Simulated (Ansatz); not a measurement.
# All-electron card of BN

```
B N
1.0
     0.00000    1.81235    1.81235
     1.81235    0.00000    1.81235
     1.81235    1.81235    0.00000
B N
1 1
Direct
  0.00000 0.00000 0.00000
  0.25000 0.25000 0.25000
```

Atom numbers follow the list: B1, N2.

The cell was built from the zincblende type and relaxed in the same program, and has space group F-43m; it needn't be a known or the stable phase.

Methods: DFT, PBE, all-electron LAPW, scalar-relativistic (Ansatz 0.2.0); DFT, PBE, PAW with Ansatz's default frozen-core files, scalar-relativistic (Ansatz 0.2.0).

For LAPW: a Γ-centred 16×16×16 k mesh, Fermi–Dirac smearing of 0.03 eV, basis error target 0.25 meV/atom, no spin polarisation. PAW takes a cutoff of 420 eV at this cell. The Ansatz runs share mesh, smearing and spin set-up. Values come from LAPW unless marked.

```json
{"Pressure at this cell": "-0.01 GPa", "Volume per atom": "5.95 Å³"}
```

**Question.** Give the computed value. Band gap.

**Answer.** 4.46 eV, indirect from Γ to X (-0.5, -0.5, 0).

**Question.** Smallest direct gap on the path: what does the calculation give?

**Answer.** 8.79 eV.

**Question.** Predict this quantity. Löwdin charges (with 0.03 e of the cell spilling out of the atomic basis, so their sizes and signs hang on that basis).

**Answer.** B1 0.35, N2 -0.32 e.

**Question.** Bader charges (from the PAW run): what does the calculation give?

**Answer.** B1 +2.16, N2 -2.16 e.
